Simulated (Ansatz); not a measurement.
Geometry optimisation in Ansatz: input, command and trajectory.

```yaml
crystal:
  lattice:
    - [4.0330134728, 0.0, 0.0]
    - [0.0, 4.0330134728, 0.0]
    - [0.0, 0.0, 4.2627921517]
  atoms:
    - { symbol: K, position: [0.5, 0.5, 0.5065042954] }
    - { symbol: Nb, position: [0.0, 0.0, 0.0242919592] }
    - { symbol: O, position: [0.5, 0.0, 0.9725991826] }
    - { symbol: O, position: [0.0, 0.5, 0.9725991826] }
    - { symbol: O, position: [0.0, 0.0, 0.4588063801] }
basis:
  ecutwfc: 420
kpoints:
  mp_grid: { grid: [8, 8, 6] }
hamiltonian:
  xc: pbe
scf:
  occupations: { method: gaussian, width: 0.02 }
output:
  forces: true
  stress: true
  eigenvalues: true
relax:
  adjacent_minimum: "off"
  f_tol: 0.008
  max_steps: 40
```

```bash
ansatz run input.yaml --threads 1 --pin off --max-ram 2560MiB --backend cpu --events-out ev --progress --plain --runs-dir out
```

These are results of Ansatz 0.2.0, DFT PBE, scalar-relativistic, plane waves, PAW, not measurements.

Of 6 frames 5 are shown, positions in Å and forces in eV/Å; the SCF threshold varies from step to step.

```xyz
5
Lattice="4.0330 0.0000 0.0000 0.0000 4.0330 0.0000 0.0000 0.0000 4.2628" Properties=species:S:1:pos:R:3:forces:R:3 pbc="T T T" step=1 free_energy_over_end_meV_per_atom=1.46
K     2.0165    2.0165    2.1591    0.0000    0.0000    0.0182
Nb    0.0000    0.0000    0.1036    0.0000    0.0000    0.3673
O     2.0165    0.0000    4.1460    0.0000    0.0000    0.0758
O     0.0000    2.0165    4.1460    0.0000    0.0000    0.0758
O     0.0000    0.0000    1.9558    0.0000    0.0000   -0.5371
5
Lattice="4.0330 0.0000 0.0000 0.0000 4.0330 0.0000 0.0000 0.0000 4.2628" Properties=species:S:1:pos:R:3:forces:R:3 pbc="T T T" step=2 free_energy_over_end_meV_per_atom=0.57
K     2.0165    2.0165    2.1769    0.0000    0.0000   -0.0583
Nb    0.0000    0.0000    0.0943    0.0000    0.0000    0.3509
O     2.0165    0.0000    4.1530    0.0000    0.0000   -0.0590
O     0.0000    2.0165    4.1530    0.0000    0.0000   -0.0590
O     0.0000    0.0000    1.9333    0.0000    0.0000   -0.1746
5
Lattice="4.0330 0.0000 0.0000 0.0000 4.0330 0.0000 0.0000 0.0000 4.2628" Properties=species:S:1:pos:R:3:forces:R:3 pbc="T T T" step=3 free_energy_over_end_meV_per_atom=0.14
K     2.0165    2.0165    2.1612    0.0000    0.0000    0.0073
Nb    0.0000    0.0000    0.1031    0.0000    0.0000    0.1579
O     2.0165    0.0000    4.1553    0.0000    0.0000   -0.0420
O     0.0000    2.0165    4.1553    0.0000    0.0000   -0.0420
O     0.0000    0.0000    1.9355    0.0000    0.0000   -0.0814
5
Lattice="4.0330 0.0000 0.0000 0.0000 4.0330 0.0000 0.0000 0.0000 4.2628" Properties=species:S:1:pos:R:3:forces:R:3 pbc="T T T" step=4 free_energy_over_end_meV_per_atom=0.04
K     2.0165    2.0165    2.1607    0.0000    0.0000    0.0184
Nb    0.0000    0.0000    0.1072    0.0000    0.0000    0.0453
O     2.0165    0.0000    4.1538    0.0000    0.0000   -0.0224
O     0.0000    2.0165    4.1538    0.0000    0.0000   -0.0224
O     0.0000    0.0000    1.9351    0.0000    0.0000   -0.0188
5
Lattice="4.0330 0.0000 0.0000 0.0000 4.0330 0.0000 0.0000 0.0000 4.2628" Properties=species:S:1:pos:R:3:forces:R:3 pbc="T T T" step=6 free_energy_over_end_meV_per_atom=0.00
K     2.0165    2.0165    2.1677    0.0000    0.0000    0.0005
Nb    0.0000    0.0000    0.1082    0.0000    0.0000    0.0009
O     2.0165    0.0000    4.1502    0.0000    0.0000   -0.0007
O     0.0000    2.0165    4.1502    0.0000    0.0000   -0.0007
O     0.0000    0.0000    1.9341    0.0000    0.0000    0.0000
```

It took 71 s on 1 thread of Arm Neoverse V1, on a shared host, peak memory 0.4 GiB.